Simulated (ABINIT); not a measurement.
Ga:

```
CELL_PARAMETERS angstrom
2.71648 0.00000 0.00000
0.00000 2.71648 0.00000
0.00000 0.00000 2.71648
ATOMIC_POSITIONS crystal
Ga 0.00000 0.00000 0.00000
```

The cell was built by a generator and needn't be a form met in nature.

Base run:

```yaml
Program: ABINIT 10.8.3 (patched build)
Functional: BLYP
Potentials_or_basis: JTH PAW PBE v2.0
Cutoff: 544 eV
k_mesh: 10 × 10 × 10
Occupations: fermi-dirac, width 0.05 eV
Spin: no spin polarisation
```

Its results: band gap on the k mesh none (metal or under the smearing width); pressure 5.1 GPa.

Question: After a change of settings the same cell gave: band gap on the k mesh none (metal or under the smearing width); pressure 1.4 GPa. Which change was it?
A. functional from BLYP to revPBE
B. functional from BLYP to PBEsol
C. functional from BLYP to SCAN
D. functional from BLYP to r2SCAN

Answer: A.

Caveats: the PAW data sets were made with another functional, which shifts forces and pressure a little.
